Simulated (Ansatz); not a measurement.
Born–Oppenheimer molecular dynamics of a periodic cell of 36 atoms, TaSi2 (start crystal TaSi2, start structure P6_222, volume 1.05 times the crystal's). It starts from an unrelaxed structure (largest force component 0.61 eV/Å).

Level of theory: DFT PBE, scalar-relativistic, plane waves, PAW in Ansatz 0.2.0. Settings: accuracy low, PAW set soft_1, cutoff 420 eV, k mesh 2x2x2, fermi-dirac smearing 0.24 eV, no spin polarisation.

| Property | Result |
| --- | --- |
| ensemble | NVT, Langevin thermostat |
| time step | 1.5 fs |
| steps asked | 140 |
| set temperature | 2800 K |
| friction | 0.02 /fs |
| seed | 773254 |

Frames 30 fs apart, positions in Å.

Velocities at 15 fs (Å/ps):

```
Ta 0.45 -3.41 -7.49
Ta -0.47 -3.60 -3.26
Ta 4.37 -4.73 2.21
Si 9.02 -8.57 -6.41
Si -1.78 -4.77 2.36
Si 6.94 8.97 -9.08
Si 9.43 -0.22 1.89
Si -3.42 12.78 1.20
Si 3.18 -7.17 1.68
Ta -0.89 1.45 1.76
Ta -2.82 -3.25 3.29
Ta 4.40 2.06 -3.44
Si 5.60 5.90 -1.15
Si 11.27 3.52 1.81
Si -5.92 3.44 -4.07
Si -11.93 10.64 14.31
Si 2.24 10.59 1.05
Si 4.13 17.70 -3.11
Ta -4.85 0.25 3.09
Ta 1.80 2.96 1.28
Ta 2.76 -1.73 -3.48
Si -1.34 -3.46 -1.88
Si 7.37 -3.02 5.59
Si 0.63 4.19 -6.64
Si -15.41 5.47 3.74
Si 7.98 0.62 5.69
Si -1.89 -10.97 -5.12
Ta 0.77 -0.32 -1.00
Ta 0.83 3.54 0.61
Ta -0.83 -0.46 1.41
Si 15.38 -4.67 -6.37
Si -3.42 0.72 0.76
Si 18.72 1.48 5.52
Si -0.53 0.85 5.41
Si 2.19 -6.13 7.08
Si -7.25 -1.11 2.12
```

```xyz
36
Lattice="-2.4292 4.2075 6.6716 4.8584 0.0000 6.6716 4.8584 8.4150 0.0000" Properties=species:S:1:pos:R:3 time_fs=15 energy_less_start_eV=4.938 T=1705
Ta 2.420 -0.029 3.250
Ta 1.187 2.022 5.502
Ta 3.704 2.093 7.815
Si 4.978 9.760 3.240
Si 3.634 0.618 5.530
Si 1.293 3.683 1.040
Si 2.512 2.778 3.379
Si -1.299 3.739 5.666
Si 1.246 0.554 1.109
Ta 4.847 4.213 3.376
Ta 3.651 6.275 5.604
Ta 6.107 6.327 7.716
Si 2.611 5.650 3.462
Si 6.176 4.987 5.677
Si 3.555 7.787 1.009
Si 4.752 7.127 3.495
Si 1.217 7.872 5.574
Si 3.847 5.206 1.162
Ta -0.071 4.201 3.387
Ta 3.636 6.330 12.255
Ta 1.272 6.298 7.726
Si 2.506 5.607 9.936
Si 1.322 4.919 5.587
Si 3.684 7.852 7.586
Si 4.456 7.109 10.245
Si 3.737 3.332 5.661
Si 3.632 4.799 7.590
Ta 2.453 8.413 3.292
Ta 6.052 10.576 12.194
Ta 3.629 10.488 7.803
Si 5.098 9.683 9.982
Si 3.568 9.101 5.520
Si 1.331 3.522 7.931
Si 2.374 2.832 10.055
Si 6.054 7.624 5.714
Si 5.952 9.132 7.757
36
Lattice="-2.4292 4.2075 6.6716 4.8584 0.0000 6.6716 4.8584 8.4150 0.0000" Properties=species:S:1:pos:R:3 time_fs=45 energy_less_start_eV=8.079 T=2000
Ta 2.346 -0.055 3.113
Ta 1.161 2.010 5.464
Ta 3.797 2.009 7.831
Si 5.048 9.732 3.109
Si 3.787 0.582 5.493
Si 1.625 3.720 0.940
Si 2.590 2.772 3.392
Si -1.239 3.723 5.513
Si 1.231 0.667 1.008
Ta 4.755 4.261 3.453
Ta 3.632 6.129 5.742
Ta 6.218 6.326 7.776
Si 2.430 5.574 3.317
Si 6.351 4.959 5.441
Si 3.533 7.849 1.047
Si 4.717 7.176 3.522
Si 1.107 7.855 5.342
Si 3.683 5.412 1.256
Ta -0.258 4.137 3.356
Ta 3.606 6.282 12.305
Ta 1.266 6.332 7.619
Si 2.451 5.489 9.867
Si 1.421 4.727 5.664
Si 3.706 7.889 7.738
Si 4.661 6.938 10.082
Si 3.649 3.555 5.743
Si 3.680 4.696 7.896
Ta 2.438 8.403 3.242
Ta 6.040 10.611 12.195
Ta 3.619 10.593 7.910
Si 4.851 9.785 9.836
Si 3.617 9.312 5.542
Si 1.732 3.483 7.826
Si 2.725 2.764 10.234
Si 6.169 7.590 5.273
Si 5.921 8.814 7.769
36
Lattice="-2.4292 4.2075 6.6716 4.8584 0.0000 6.6716 4.8584 8.4150 0.0000" Properties=species:S:1:pos:R:3 time_fs=75 energy_less_start_eV=9.411 T=2103
Ta 2.349 -0.038 3.104
Ta 1.064 1.981 5.373
Ta 3.858 2.133 7.749
Si 4.965 9.687 3.267
Si 3.854 0.686 5.490
Si 1.573 3.506 1.096
Si 2.347 2.837 3.342
Si -1.167 3.341 5.655
Si 1.399 0.813 1.052
Ta 4.671 4.292 3.486
Ta 3.673 6.146 5.730
Ta 6.216 6.313 7.831
Si 2.250 5.775 3.480
Si 6.303 4.970 5.359
Si 3.712 7.818 1.049
Si 4.670 7.242 3.401
Si 1.175 7.705 5.305
Si 3.728 5.001 1.430
Ta -0.332 4.054 3.369
Ta 3.631 6.319 12.294
Ta 1.241 6.224 7.644
Si 2.189 5.326 9.909
Si 1.155 4.726 5.218
Si 3.571 7.783 7.873
Si 5.040 7.038 9.918
Si 3.676 3.572 5.620
Si 3.579 4.956 7.974
Ta 2.414 8.487 3.224
Ta 6.204 10.582 12.143
Ta 3.628 10.730 7.989
Si 4.738 9.761 9.899
Si 3.497 9.527 5.522
Si 1.423 3.356 7.819
Si 2.361 2.702 10.052
Si 6.265 7.460 5.337
Si 6.123 8.832 7.559
36
Lattice="-2.4292 4.2075 6.6716 4.8584 0.0000 6.6716 4.8584 8.4150 0.0000" Properties=species:S:1:pos:R:3 time_fs=105 energy_less_start_eV=10.782 T=2258
Ta 2.420 0.001 3.182
Ta 1.088 2.008 5.524
Ta 3.961 2.245 7.743
Si 4.768 9.834 3.273
Si 3.863 0.719 5.610
Si 1.037 3.693 0.958
Si 2.248 2.690 3.321
Si -1.420 3.247 5.596
Si 1.476 0.760 0.995
Ta 4.646 4.212 3.416
Ta 3.585 6.328 5.622
Ta 6.213 6.294 7.886
Si 2.380 5.671 3.490
Si 6.200 4.770 5.483
Si 3.673 7.913 1.057
Si 4.835 7.195 3.491
Si 1.185 7.925 5.786
Si 3.524 4.927 1.120
Ta -0.259 4.062 3.384
Ta 3.698 6.302 12.148
Ta 1.330 6.268 7.731
Si 2.366 5.289 10.075
Si 1.131 4.826 5.600
Si 3.836 7.912 7.797
Si 4.777 7.233 10.139
Si 3.559 3.582 5.730
Si 3.776 4.926 7.666
Ta 2.446 8.575 3.237
Ta 6.199 10.576 12.219
Ta 3.516 10.835 7.969
Si 5.023 9.494 10.062
Si 3.643 8.871 5.574
Si 1.107 3.341 7.570
Si 1.803 2.674 9.677
Si 5.795 7.515 5.937
Si 5.974 9.173 7.498
36
Lattice="-2.4292 4.2075 6.6716 4.8584 0.0000 6.6716 4.8584 8.4150 0.0000" Properties=species:S:1:pos:R:3 time_fs=135 energy_less_start_eV=9.240 T=3034
Ta 2.390 0.062 3.164
Ta 1.113 2.184 5.627
Ta 3.945 2.342 7.636
Si 4.748 9.858 3.299
Si 3.495 0.676 5.751
Si 1.129 3.945 1.058
Si 2.149 3.000 3.373
Si -1.363 3.316 5.310
Si 1.235 0.878 1.115
Ta 4.532 4.224 3.332
Ta 3.445 6.394 5.505
Ta 6.154 6.247 7.829
Si 2.200 5.558 3.362
Si 6.026 4.800 5.487
Si 3.694 7.967 1.129
Si 4.799 7.137 3.418
Si 1.057 7.815 5.770
Si 3.488 4.932 1.205
Ta -0.032 4.061 3.419
Ta 3.621 6.245 12.077
Ta 1.342 6.327 7.859
Si 2.632 5.552 9.953
Si 1.309 4.771 5.423
Si 3.887 7.843 7.792
Si 4.697 7.110 10.085
Si 3.306 3.721 5.544
Si 3.601 5.018 8.005
Ta 2.546 8.499 3.242
Ta 6.169 10.412 12.239
Ta 3.411 10.656 7.909
Si 4.532 9.639 10.140
Si 3.583 8.971 5.552
Si 0.991 3.701 7.632
Si 2.118 2.603 9.710
Si 5.640 7.886 5.399
Si 5.909 9.284 7.915
36
Lattice="-2.4292 4.2075 6.6716 4.8584 0.0000 6.6716 4.8584 8.4150 0.0000" Properties=species:S:1:pos:R:3 time_fs=165 energy_less_start_eV=12.332 T=2612
Ta 2.384 0.025 3.195
Ta 1.091 2.349 5.761
Ta 3.850 2.440 7.487
Si 4.988 9.609 3.376
Si 3.198 0.774 5.658
Si 1.264 3.594 1.183
Si 2.556 3.129 3.442
Si -1.302 3.524 5.568
Si 1.292 1.066 1.276
Ta 4.617 4.250 3.334
Ta 3.504 6.454 5.436
Ta 6.083 6.146 7.698
Si 2.345 5.700 3.213
Si 5.971 4.922 5.381
Si 3.601 7.959 1.085
Si 4.677 7.093 3.280
Si 1.077 7.705 5.542
Si 3.371 4.948 1.253
Ta 0.075 4.155 3.386
Ta 3.453 6.233 12.176
Ta 1.260 6.411 7.899
Si 2.517 5.619 10.158
Si 1.105 5.216 5.466
Si 3.315 7.904 7.996
Si 4.989 6.979 9.678
Si 3.453 3.553 5.392
Si 3.604 5.260 7.814
Ta 2.535 8.298 3.333
Ta 6.187 10.297 12.288
Ta 3.268 10.495 7.749
Si 4.719 9.898 9.826
Si 3.725 9.313 5.675
Si 1.125 3.905 7.621
Si 2.319 2.852 10.079
Si 6.196 8.150 5.175
Si 5.984 9.134 7.981
```

Of the whole run (210 fs, mean temperature of the second half 2666 K): A run of 0.21 ps of so small a system gives no equilibrium averages. Limits of this set-up: coarse k mesh, low accuracy level.

The run took 21 min on 4 threads of Arm Neoverse V2, on a shared host, peak memory 2.6 GiB.
